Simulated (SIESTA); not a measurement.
Crystal: TiO2.

```
CELL_PARAMETERS angstrom
4.59984 0.00000 0.00000
0.00000 4.59984 0.00000
0.00000 0.00000 2.95921
ATOMIC_POSITIONS crystal
Ti 0.00000 0.00000 0.50000
Ti 0.50000 0.50000 0.00000
O 0.30432 0.30432 0.50000
O 0.19568 0.80432 0.00000
O 0.80432 0.19568 0.00000
O 0.69568 0.69568 0.50000
```

The cell is a database's computed one.

Base run:

| Property | Result |
| --- | --- |
| Program | SIESTA 5.4.2 |
| Functional | RPBE |
| Potentials or basis | PseudoDojo 0.4 standard (PBE files) |
| Basis | DZP (energy shift 0.002 Ry) |
| Grid cutoff | 800 Ry |
| Energy shift | 0.002 Ry |
| k mesh | 6 × 6 × 9 |
| Occupations | fermi-dirac, width 0.05 eV |
| Spin | no spin polarisation |

Its results: band gap on the k mesh 1.70 eV, direct; pressure 10.8 GPa; largest force 0.059 eV/Å.

Task: After a change of settings the same cell gave: band gap on the k mesh 1.69 eV, direct; pressure 6.6 GPa; largest force 0.041 eV/Å. Which change was it?
A. functional from RPBE to B86bPBE
B. functional from RPBE to PBE; potentials or basis from PseudoDojo 0.4 standard (PBE files) to PseudoDojo 0.5 standard (PBE files)
C. functional from RPBE to APBE

Result: B.

Caveats: semicore shells carry a single zeta, which can move pressures by several GPa and volumes by a few percent; the basis of atomic orbitals isn't converged, which shifts pressures, moduli and gaps; the potentials were made for another functional, which shifts forces and pressure (some runs).
